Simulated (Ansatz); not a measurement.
A plane-wave DFT run in Ansatz 0.2.0 (scalar-relativistic PAW potentials unless the input names others): input and command.

```yaml
crystal:
  lattice:
    - [3.1302395629, 0.0, 0.0]
    - [-1.5651197815, 2.7108669814, 0.0]
    - [0.0, 0.0, 5.0179796548]
  atoms:
    - { symbol: Al, position: [0.3562511275, 0.651845168, -0.0106568537] }
    - { symbol: Al, position: [0.680317806, 0.3412300129, 0.5082320115] }
    - { symbol: "N", position: [0.308289587, 0.6640987919, 0.3854155713] }
    - { symbol: "N", position: [0.6551414794, 0.3428260273, 0.887009271] }
basis:
  ecutwfc: 420
kpoints:
  mp_grid: { grid: [12, 12, 6] }
hamiltonian:
  xc: pbe
scf:
  max_iter: 60
output:
  forces: true
  eigenvalues: true
  stress: true
```

```bash
ansatz run input.yaml --threads 1 --pin off --max-ram 2560MiB --backend cpu --events-out ev --progress --plain --runs-dir out
```

Task: What will the program do with this input?

Result: The program refuses it, because of no occupation method (scf.occupations: {"method": "gaussian", "width": 0.05} → not typed). With the sound run's settings it is accepted.

Abridged log:
```
Error: YAML parse error: `scf.occupations.method` is required: fixed only where the cell keeps a band gap throughout the run, explicit beside scf.occupations.values (under evaluate: without them), else a smearing such as fermi_dirac (scf.occupations.width is optional; its entry in the input reference gives the default)
```